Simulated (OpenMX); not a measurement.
**AlN under changes of volume**

One of the cells (10.417 Å³/atom); the others are scaled copies at fixed shape and fractional positions:

```
Al N
1.0
     0.00000    2.18399    2.18399
     2.18399    0.00000    2.18399
     2.18399    2.18399    0.00000
Al N
1 1
Direct
  0.00000 0.00000 0.00000
  0.25000 0.25000 0.25000
```

Measurements of this composition are mostly on another form, of space group No. 186.

```yaml
Program: OpenMX 3.8.5
Functional: LDA
Potentials_or_basis: OpenMX 2013 LDA set, Al7.0-s2p2d1, N6.0-s2p2d1, fixed grid of 30 × 30 × 30 points
k_mesh: 11 × 11 × 11
Occupations: fermi-dirac, width 0.05 eV
Spin: no spin polarisation
```

```csv
volume (Å³/atom),energy over the lowest point (meV/atom),gap on the mesh (eV)
9.792,12.45,3.33
10.001,3.08,3.32
10.209,0.00,3.31
10.417,2.63,3.30
10.626,10.33,3.29
10.834,?,?
11.042,39.07,3.27
```

What does the run at 10.834 Å³/atom give?

Energy over the lowest point 22.62 meV/atom; gap on the mesh 3.28 eV.

Worked out: A Birch-Murnaghan fit of order 3 (a polynomial in V^(-2/3)) to the other rows has its minimum at 10.21 Å³/atom with B0 = V·E''(V) = 213 GPa and B' = 4.1. It gives 22.63 meV/atom at 10.834 Å³/atom, against the run's 22.62. A straight line through the other rows of the gap, of slope -0.499 eV per unit of ln V, gives 3.28 eV, against the run's 3.28.

Energies are extrapolated to zero smearing.

Caveats: an odd mesh through Γ misses points on the zone boundary, where band edges often lie; the basis of atomic orbitals isn't converged, which shifts pressures, moduli and gaps.
